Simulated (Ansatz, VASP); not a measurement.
**Two plane-wave programs on GaN**

```
Ga N
1.0
     0.00000    2.07118    2.16726
     2.07118    0.00000    2.16726
     2.07118    2.07118    0.00000
Ga N
1 1
Direct
  0.00000 0.00000 0.00000
  0.50000 0.50000 0.50000
```

Change from the starting cell: strain -0.030 along x and y, +0.015 along z, atoms carried along.

Alike in both runs: task single point; functional LDA; k mesh 14 × 14 × 14; occupations gaussian, width 0.03 eV; no spin polarisation.

|  | VASP | Ansatz |
| --- | --- | --- |
| version | VASP 6.6.1 | Ansatz 0.2.0 |
| potentials or method | VASP PAW LDA potentials, release 64 (Ga_d, N) | scalar-relativistic, plane waves, PAW |
| plane-wave cutoff (eV) | 520 | 420 |
| valence electrons in the cell | 18 | 18 |

|  | VASP | Ansatz | Ansatz less VASP |
| --- | --- | --- | --- |
| gap on the k mesh at the Fermi level (eV) | 0.31 | 0.30 | -0.017 |
| least direct gap on the mesh (eV) | 2.79 | 2.76 | -0.030 |
| pressure (GPa) | -2.1 | -3.4 | -1.33 |
| largest component of the traceless stress (GPa) | 5.58 | 5.29 | -0.285 |

A k mesh can miss the band edges.
